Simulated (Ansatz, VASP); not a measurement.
# Two plane-wave programs on PbSe

```
Pb Se
1.0
     0.00000    3.16611    3.16611
     3.16611    0.00000    3.16611
     3.16611    3.16611    0.00000
Pb Se
1 1
Direct
  0.00000 0.00000 0.00000
  0.50000 0.50000 0.50000
```

Alike in both runs: task single point; functional PBE; dispersion D3(BJ); k mesh 10 × 10 × 10; occupations gaussian, width 0.01 eV; no spin polarisation.

```csv
,VASP,Ansatz
version,VASP 6.6.1,Ansatz 0.2.0
potentials or method,"VASP PAW PBE potentials, release 64 (Pb_d, Se)","scalar-relativistic, plane waves, PAW"
plane-wave cutoff (eV),520,420
valence electrons in the cell,20,30
```

|  | VASP | Ansatz | Ansatz less VASP |
| --- | --- | --- | --- |
| gap on the k mesh at the Fermi level (eV) | 0.58 | 0.58 | -0.004 |
| least direct gap on the mesh (eV) | 0.58 | 0.58 | -0.004 |
| pressure (GPa) | -2.5 | -2.5 | +0.02 |

The two sets of potentials don't hold the same shells in valence. Ansatz warned: «dispersion_switch_in_reach».

Caveats: spin-orbit coupling is left out, which as a rule narrows the gap of such compounds by several tenths of an eV. A k mesh can miss the band edges.
